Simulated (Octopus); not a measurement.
**Sb: equation of state with PBEsol**

The system is Sb.

```
Sb
1.0
     3.35453    0.00000    0.00000
    -1.67727    2.90511    0.00000
     0.00000    0.00000    5.47016
Sb
2
Direct
  0.66667 0.33333 0.75000
  0.33333 0.66667 0.25000
```

This isn't the form of Sb at room conditions, which is rhombohedral.

```
Program             : Octopus 16.4
Task                : equation of state
Functional          : PBEsol
Potentials or basis : pseudodojo_pbesol (PseudoDojo 0.4, PBEsol)
k mesh              : 9 × 9 × 5
Occupations         : fermi-dirac, width 0.05 eV
Spin                : no spin polarisation
```

The equilibrium volume is 25.95 Å³/atom (rough: see the caveat). The bulk modulus at fixed shape and positions is 52 GPa (rough).

Energy against volume, from the lowest point:
```
volume (Å³/atom)  energy (meV/atom)
          25.055               5.60
          25.588               0.91
          26.121               0.00
          26.654               2.78
          27.187               8.04
          27.720              15.42
```

All runs of the series together: 47 min on 1 thread of AMD EPYC 7R43 64-Core Processor (Zen 3) (shared host).

Caveat: the fit is doubtful: noisy points or a state that changes with volume; the number of grid points is fixed, so the spacing changes with the cell, which shifts volumes and moduli; the cell was scaled at fixed shape and fractional positions, which overstates the stiffness of a crystal with free parameters, most of all of layers and chains. The run has no spin-orbit coupling, so splittings on Sb are missing.
